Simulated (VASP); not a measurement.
# LiF (Fm-3m) in VASP: notebook, part 2 of 2

VASP 6.6.1. Earlier steps stand in the parts before.

**3. Relaxation of cell and atoms, LDA**

Contents of INCAR:

```
PREC = Accurate
ENCUT = 600
EDIFF = 1E-7
ISMEAR = 0
SIGMA = 0.02
LREAL = False
LASPH = True
NELM = 80
ALGO = Normal
ISIF = 3
LWAVE = False
LCHARG = False
GGA = CA
IBRION = 2
NSW = 90
EDIFFG = -0.005
```

Contents of KPOINTS:

```
regular mesh
0
Gamma
  10 10 10
```

Contents of POSCAR:

```
LiF
1.0
    0.0000000000      2.0417135700      2.0417135700
    2.0417135700      0.0000000000      2.0417135700
    2.0417135700      2.0417135700      0.0000000000
Li F
1 1
Direct
    0.0000000000      0.0000000000      0.0000000000
    0.5000000000      0.5000000000      0.5000000000
```

Potentials or basis: VASP PAW LDA potentials, release 64 (Li_sv, F).

The run is started by

```sh
$ cat potpaw_LDA.64/Li_sv/POTCAR potpaw_LDA.64/F/POTCAR > POTCAR
$ mpirun -np 1 vasp_std > vasp.out
```

OUTCAR:

```text
PREC = Accurate
   ENCUT = 600
   EDIFF = 1E-7
   ISMEAR = 0
   LREAL = False
   LASPH = True
   NELM = 80
   ISIF = 3
   GGA = CA
   IBRION = 2
   NSW = 90
   EDIFFG = -0.005

 ion  position               nearest neighbor table
   1  0.000  0.000  0.000-   2 2.04   2 2.04   2 2.04   2 2.04   2 2.04   2 2.04
   2  0.500  0.500  0.500-   1 2.04   1 2.04   1 2.04   1 2.04   1 2.04   1 2.04

  LATTYP: Found a face centered cubic cell.
 ALAT       =     4.0834271400

  Lattice vectors:

 A1 = (   0.0000000000,   2.0417135700,   2.0417135700)
 A2 = (   2.0417135700,   0.0000000000,   2.0417135700)
 A3 = (   2.0417135700,   2.0417135700,   0.0000000000)

Analysis of symmetry for initial positions (statically):
=====================================================================
 Subroutine PRICEL returns:
 Original cell was already a primitive cell.

 Routine SETGRP: Setting up the symmetry group for a
 face centered cubic supercell.

 Subroutine GETGRP returns: Found 48 space group operations
 (whereof 48 operations were pure point group operations)
 out of a pool of 48 trial point group operations.

The static configuration has the point symmetry O_h .

Analysis of symmetry for dynamics (positions and initial velocities):
=====================================================================
 Subroutine PRICEL returns:
 Original cell was already a primitive cell.

 Routine SETGRP: Setting up the symmetry group for a
 face centered cubic supercell.

 Subroutine GETGRP returns: Found 48 space group operations
 (whereof 48 operations were pure point group operations)
 out of a pool of 48 trial point group operations.

The dynamic configuration has the point symmetry O_h .

 Subroutine INISYM returns: Found 48 space group operations
 (whereof 48 operations are pure point group operations),
 and found     1 'primitive' translations

----------------------------------------------------------------------------------------

                                     Primitive cell

  volume of cell :      17.0222

  direct lattice vectors                    reciprocal lattice vectors
     0.000000000  2.041713570  2.041713570    -0.244892333  0.244892333  0.244892333
     2.041713570  0.000000000  2.041713570     0.244892333 -0.244892333  0.244892333
     2.041713570  2.041713570  0.000000000     0.244892333  0.244892333 -0.244892333

  length of vectors
     2.887419021  2.887419021  2.887419021     0.424165964  0.424165964  0.424165964

  position of ions in fractional coordinates (direct lattice)
     0.000000000  0.000000000  0.000000000
     0.500000000  0.500000000  0.500000000

  ion indices of the primitive-cell ions
   primitive index   ion index
                 1           1
                 2           2

----------------------------------------------------------------------------------------

 KPOINTS: regular mesh

Automatic generation of k-mesh.
 Grid dimensions read from file:
 generate k-points for:   10   10   10

 Generating k-lattice:
[... 45 lines left out ...]
   number of dos      NEDOS =    301   number of ions     NIONS =      2
   total plane-waves  NPLWV =  13824
   dimension x,y,z NGX =    24 NGY =   24 NGZ =   24
   dimension x,y,z NGXF=    48 NGYF=   48 NGZF=   48
   ions per type =               1   1
   NGX,Y,Z   is equivalent  to a cutoff of  13.82, 13.82, 13.82 a.u.
   NGXF,Y,Z  is equivalent  to a cutoff of  27.64, 27.64, 27.64 a.u.
 SYSTEM =  unknown system
   PREC   = accura    normal or accurate (medium, high low for compatibility)
   ISTART =      0    job   : 0-new  1-cont  2-samecut
   ICHARG =      2    charge: 1-file 2-atom 10-const
   ISPIN  =      1    spin polarized calculation?
   LNONCOLLINEAR =      F non collinear calculations
   LSORBIT =      F    spin-orbit coupling
   LASPH  =      T    aspherical Exc in radial PAW
   ENCUT  =  600.0 eV  44.10 Ry    6.64 a.u.   5.77  5.77  5.77*2*pi/ulx,y,z
   NELM   =     80;   NELMIN=  2; NELMDL= -5     # of ELM steps
   EDIFF  = 0.1E-06   stopping-criterion for ELM
   LREAL  =      F    real-space projection
   EDIFFG = -.5E-02   stopping-criterion for IOM
   NSW    =     90    number of steps for IOM
   IBRION =      2    ionic relax: 0-MD 1-quasi-New 2-CG
   NFREE  =      1    steps in history (QN), initial steepest desc. (CG)
   ISIF   =      3    stress and relaxation
   ISYM   =      2    0-nonsym 1-usesym 2-fastsym
   POTIM  = 0.5000    time-step for ionic-motion
   TEBEG  =    0.0;   TEEND  =   0.0 temperature during run
   PSTRESS=    0.0 pullay stress
   NELECT =      10.0000    total number of electrons
   NUPDOWN=      -1.0000    fix difference up-down
   EMIN   =  10.00;   EMAX   =-10.00  energy-range for DOS
   EFERMI =   0.00;   METHOD = LEGACY
   ISMEAR =     0;   SIGMA  =   0.02  broadening in eV -4-tet -1-fermi 0-gaus
   EFERMI_NEDOS =   21; number of points for ismear=-14 and -15
   IALGO  =     38    algorithm
   IMIX   =      4    mixing-type and parameters
     AMIX     =   0.40;   BMIX     =  1.00
     AMIX_MAG =   1.60;   BMIX_MAG =  1.00
  volume/ion in A,a.u.               =       8.51        57.44
  Fermi-wavevector in a.u.,A,eV,Ry     =   1.371103  2.591009 25.577904  1.879923
  Thomas-Fermi vector in A             =   2.496830
   LORBIT       =      0    0 simple, 1 ext, 2 COOP (PROOUT), +10 PAW based schemes
   GGA     = CA    functional components
   LHFCALC =     F    Hartree Fock is set to
   AEXX    =    0.0000 exact exchange contribution
   IVDW    =     0    specifies the selected vdW correction
   LEPSILON=     F    determine dielectric tensor
   LRPA    =     F    only Hartree local field effects (RPA)
 conjugate gradient relaxation of ions
 non-spin polarized calculation
 Gauss-broadening in eV      SIGMA  =   0.02
  energy-cutoff  :      600.00
  volume of cell :       17.02
 maximum number of plane-waves:       588
   NGX = 11   NGY = 11   NGZ = 11

--------------------------------------- Ionic step        1  -------------------------------------------

 number of electron      10.0000000 magnetization

 number of electron       9.9999994 magnetization

 Free energy of the ion-electron system (eV)
  ---------------------------------------------------
  ext. energy  EPLUGINS =         0.00000000
  ---------------------------------------------------
  free energy    TOTEN  =       -10.44209368 eV

  energy without entropy =      -10.44209368  energy(sigma->0) =      -10.44209368

------------------------ aborting loop because EDIFF is reached ----------------------------------------

  FORCE on cell =-STRESS in cart. coord.  units (eV):
  Direction    XX          YY          ZZ          XY          YZ          ZX
  --------------------------------------------------------------------------------------
  -------------------------------------------------------------------------------------
  Total       -0.9754733     -0.9754733     -0.9754733      0.0000000      0.0000000     -0.0000000
  in kB      -91.8145557    -91.8145557    -91.8145557      0.0000000      0.0000000     -0.0000000
  external PRESSURE =     -91.8145557 kB  Pullay stress =       0.0000000 kB
[... 95 lines left out ...]
--------------------------------------- Ionic step        4  -------------------------------------------

 number of electron      10.0000006 magnetization

 Free energy of the ion-electron system (eV)
  ---------------------------------------------------
  ext. energy  EPLUGINS =         0.00000000
  ---------------------------------------------------
  free energy    TOTEN  =       -10.51477227 eV

  energy without entropy =      -10.51477227  energy(sigma->0) =      -10.51477227

 E-fermi :  -0.4328     XC(G=0): -11.1790

 val. band max:       -0.6431351030   @ k =   0.0000   0.0000   0.0000
 cond. band min:       9.1513666944   @ k =   0.0000   0.0000   0.0000
 fundamental gap:      9.7945017975
 Fermi energy:        -0.4328484260

 k-point     1 :       0.0000    0.0000    0.0000
  band No.  band energies     occupation
      1     -40.2119      2.00000
      2     -20.5024      2.00000
      3      -0.6431      2.00000
      4      -0.6431      2.00000
      5      -0.6431      2.00000
      6       9.1514      0.00000
      7      24.1294      0.00000
      8      24.1294      0.00000
      9      24.1294      0.00000
[... 265 lines left out ...]
 k-point    24 :       0.4000    0.3000    0.0000
  band No.  band energies     occupation
      1     -40.1044      2.00000
      2     -19.8395      2.00000
      3      -3.3688      2.00000
      4      -1.6893      2.00000
      5      -1.5556      2.00000
      6      13.0622      0.00000
      7      16.3171      0.00000
      8      18.5905      0.00000
      9      20.1532      0.00000

 [... further k-points ...]
[... 5 lines left out ...]
  --------------------------------------------------------------------------------------
  -------------------------------------------------------------------------------------
  Total        0.0063214      0.0063214      0.0063214      0.0000000     -0.0000000     -0.0000000
  in kB        0.6853693      0.6853693      0.6853693      0.0000000     -0.0000000     -0.0000000
  external PRESSURE =       0.6853693 kB  Pullay stress =       0.0000000 kB
[... 17 lines left out ...]
  FREE ENERGIE OF THE ION-ELECTRON SYSTEM (eV)
  ---------------------------------------------------
  free  energy   TOTEN  =       -10.5147722717 eV

  energy  without entropy=      -10.5147722717  energy(sigma->0) =      -10.51477227

 reached required accuracy - stopping structural energy minimisation
```

OSZICAR:

```text
N       E                     dE             d eps       ncg     rms          rms(c)
DAV:   1     0.363792833294E+02    0.36379E+02   -0.61772E+03   862   0.124E+03
DAV:   2    -0.980511960702E+01   -0.46184E+02   -0.45408E+02   939   0.220E+02
DAV:   3    -0.109261526715E+02   -0.11210E+01   -0.11196E+01  1131   0.338E+01
DAV:   4    -0.109376743754E+02   -0.11522E-01   -0.11517E-01  1148   0.327E+00
[... 32 lines left out ...]
DAV:   2    -0.105149960369E+02    0.62408E-02   -0.35352E-02   871   0.159E+00    0.125E-01
DAV:   3    -0.105148466020E+02    0.14943E-03   -0.23010E-04  1168   0.192E-01    0.709E-02
DAV:   4    -0.105147720202E+02    0.74582E-04   -0.77995E-05  1235   0.903E-02    0.472E-03
DAV:   5    -0.105147721928E+02   -0.17263E-06   -0.37174E-06   880   0.217E-02    0.170E-03
DAV:   6    -0.105147722717E+02   -0.78854E-07   -0.23664E-07   957   0.512E-03
   4 F= -.10514772E+02 E0= -.10514772E+02  d E =-.726786E-01
```

It took 25 s on 1 thread of Intel Xeon Platinum 8375C at 2.90GHz (Ice Lake), shared host; peak memory 0.12 GiB.

Results:

| Quantity | Value |
| --- | --- |
| Free energy | -10.5148 eV |
| Relaxed volume | 7.39 Å³/atom |
| Relaxed cell | a = 2.754 Å, b = 2.754 Å, c = 2.754 Å, α = 60.00°, β = 60.00°, γ = 60.00° |
| Space group after relaxing (to 0.05 Å) | Fm-3m (No. 225) |
| Energy gained by relaxing | 36.3 meV/atom |
| Ionic steps | 4 |
| Pressure after relaxing | 0.1 GPa |
| Band gap on the k mesh | 9.79 eV, direct |

The path:
```
step  energy change (eV)  largest force (eV/Å)  pressure (GPa)  volume (Å³)
   1              0.0000                0.0000           -9.18        17.02
   2             -0.0540                0.0000           -5.30        15.85
   3             -0.0724                0.0000           -0.68        14.90
   4             -0.0727                0.0000            0.07        14.78
```

Final structure:
```
CELL_PARAMETERS angstrom
0.00000 1.94771 1.94771
1.94771 0.00000 1.94771
1.94771 1.94771 0.00000
ATOMIC_POSITIONS crystal
Li 0.00000 0.00000 0.00000
F 0.50000 0.50000 0.50000
```

Levels at points of the mesh, in eV from the valence-band top:
```
           k point  band 2  band 3  band 4  band 5  band 6  band 7  band 8  band 9
(0.00, 0.00, 0.00)  -19.86    0.00    0.00    0.00    9.79   24.77   24.77   24.77
(0.50, 0.00, 0.00)  -19.34   -2.90   -0.27   -0.27   10.90   17.59   19.20   19.20
(0.50, 0.50, 0.00)  -18.96   -3.59   -1.20   -1.20   15.38   16.49   18.38   20.95
```

Caveat: the cutoff is under 1.25 times the usual one of these potentials, so pressure, stress and relaxed cells hold a basis-set (Pulay) error. As with any semilocal functional, this LDA gap is likely too small.
